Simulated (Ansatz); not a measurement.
## Te$_{2}$Mo: what the smearing entropy tells about the Fermi level

These are results of DFT r2SCAN, scalar-relativistic, plane waves, PAW (Ansatz), not measurements.

```
Te Mo
1.0
     6.36161    0.00000    0.00000
     0.00000    3.48040    0.00000
    -0.08574    0.00000   36.17589
Te Mo
4 2
Direct
  0.07915 0.75000 0.44347
  0.92085 0.25000 0.55653
  0.57075 0.25000 0.45930
  0.42925 0.75000 0.54070
  0.81865 0.75000 0.50253
  0.18135 0.25000 0.49747
```

```
plane-wave cutoff : 500 eV
Γ-centred k-mesh  : 6×10×1
spin treatment    : unpolarised
```

The same metal under several smearings of width σ, on one mesh. F is the free energy, TS the smearing's entropy term for the cell of 6 atoms, and E = F + TS. Gaussian occupations are ½ erfc[(ε − μ)/σ], and N counts both spins. Spin–orbit coupling is left out, which shifts the bands of heavy elements.

| rule | σ (eV) | F − F(narrowest) (meV/atom) | TS (meV/cell) |
| --- | --- | --- | --- |
| Fermi–Dirac | 0.02 | -0.201 | 2.386 |
| Fermi–Dirac | 0.05 | -0.962 | 9.380 |
| Fermi–Dirac | 0.1 | -3.277 | 39.219 |
| Gaussian | 0.02 | 0.000 | 0.596 |
| Gaussian | 0.05 | -0.200 | 2.414 |
| Gaussian | 0.1 | -0.664 | 6.271 |

Task: For a density of states N (both spins) that is flat over the smeared range, TS = Nσ²/2 (Gaussian) and (π²/3)Nσ² (Fermi–Dirac). What N does each run give?

Result:
| rule | σ (eV) | N (states/eV a cell) |
| --- | --- | --- |
| Fermi–Dirac | 0.02 | 1.81 |
| Fermi–Dirac | 0.05 | 1.14 |
| Fermi–Dirac | 0.1 | 1.19 |
| Gaussian | 0.02 | 2.98 |
| Gaussian | 0.05 | 1.93 |
| Gaussian | 0.1 | 1.25 |

Equal entropy needs σ_Gauss = π√(2/3) σ_FD = 2.57 σ_FD, so a Fermi–Dirac width acts like a Gaussian one 2.57 times as large. At moderate widths N lies between 1.14 and 1.93. The drift shows structure in the density of states within the smeared window (a rise with width points to a dip at the Fermi level, a fall to a peak or a steep flank), or a mesh too coarse for the narrower widths. At the narrowest widths only the few mesh levels within σ of μ count, so N can scatter there.

Task: To second order F = E0 − TS/2 and E = E0 + TS/2. How well does E0 = (E + F)/2 undo the smearing?

Result:
| rule | σ (eV) | F − E0(narrowest) (meV/atom) | (E + F)/2 − E0(narrowest) (meV/atom) |
| --- | --- | --- | --- |
| Fermi–Dirac | 0.02 | -0.25 | -0.05 |
| Fermi–Dirac | 0.05 | -1.01 | -0.23 |
| Fermi–Dirac | 0.1 | -3.33 | -0.06 |
| Gaussian | 0.02 | -0.05 | 0.00 |
| Gaussian | 0.05 | -0.25 | -0.05 |
| Gaussian | 0.1 | -0.71 | -0.19 |

At Fermi–Dirac 0.1 eV the free energy is off by -3.33 meV/atom and the mean by -0.06. What remains is of order σ⁴ plus the mesh error of the narrowest run, which is no exact reference. Forces and stress are derivatives of F, not of E0, so they keep the σ² error.

The cell is a single layer with Mo drawn together into zigzag chains, as in the 1T′ phase. There, metal–metal bonding removes much of the d weight from the Fermi level and leaves a semimetal-like overlap of bands. A semimetal's dip should make N rise with width, yet the Gaussian values fall throughout, and the Fermi–Dirac ones fall before a marginal upturn. This suggests that a few mesh points happen to lie close to the Fermi level and dominate the narrow runs, so the 2.98 is probably not a true peak in the density of states.

The small residual of -0.06 meV/atom at the widest Fermi–Dirac smearing is likewise no sign of better convergence. The residual is larger at 0.05 eV, so errors of opposite sign probably cancel at 0.1 eV. The extrapolation is useful for total energies here, but its error can't be assumed to shrink steadily with width. Nor does a finite N prove band overlap, since levels on either side of a gap narrower than the smearing also produce entropy.
